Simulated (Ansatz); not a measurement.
Crystal: Nb.

```
CELL_PARAMETERS angstrom
-1.66395 1.66395 1.66395
1.66395 -1.66395 1.66395
1.66395 1.66395 -1.66395
ATOMIC_POSITIONS crystal
Nb 0.00000 0.00000 0.00000
```

| Property | Result |
| --- | --- |
| Program | Ansatz 0.2.0 |
| Task | relaxation of cell and atoms |
| Functional | PBEsol |
| Dispersion | D4 |
| Potentials or basis | all-electron LAPW, scalar-relativistic |
| Basis error allowed | 0.001 eV/atom |
| k mesh | 11 × 11 × 11 |
| Occupations | fermi-dirac, width 0.05 eV |
| Spin | no spin polarisation |

At the start: volume 18.43 Å³/atom.

Where does the relaxation end?

Over 4 steps the energy falls by 30.6 meV/atom and the volume is 17.43 Å³/atom (-5.4 %); space group Im-3m (No. 229, to 0.05 Å).

Step by step:
| step | energy change (eV) | largest force (eV/Å) | volume (Å³) |
| --- | --- | --- | --- |
| 1 | 0.0000 | 0.0000 | 18.43 |
| 2 | -0.0303 | 0.0000 | 17.51 |
| 3 | -0.0306 | 0.0000 | 17.43 |
| 4 | -0.0306 | 0.0000 | 17.43 |

Final structure:
```
Nb
1.0
    -1.63321    1.63321    1.63321
     1.63321   -1.63321    1.63321
     1.63321    1.63321   -1.63321
Nb
1
Direct
  0.00000 0.00000 0.00000
```
